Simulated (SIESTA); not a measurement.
# Ga in SIESTA: the effect of basis

The system is Ga, a slab with vacuum.

```
Ga
1.0
     2.76600    0.00000    0.00000
     0.11745    3.32993    0.00000
     0.00000    0.00000   24.96961
Ga
6
Direct
  0.50000 0.25000 0.30037
  0.00000 0.75000 0.37712
  0.00000 0.25000 0.46162
  0.50000 0.75000 0.53838
  0.50000 0.25000 0.62288
  0.00000 0.75000 0.69963
```

The slab is cut from a database's or a generator's crystal, which needn't be the stable form of the element.

Alike in all runs:

```yaml
Program: SIESTA 5.4.2
Task: single point
Functional: PBE
Potentials_or_basis: PseudoDojo 0.4 standard (PBE files)
Grid_cutoff: 800 Ry
Energy_shift: 0.003 Ry
k_mesh: 7 × 6 × 1
Occupations: fermi-dirac, width 0.05 eV
Spin: no spin polarisation
```

```tsv
basis	largest force (eV/Å)
SZ	1.10
SZP	0.55
DZ	?
DZP	0.34
TZP	0.34
```

Task: What does the run with basis DZ give?

Result: Largest force 0.36 eV/Å.

Caveats: the basis has no polarisation orbitals (some runs).
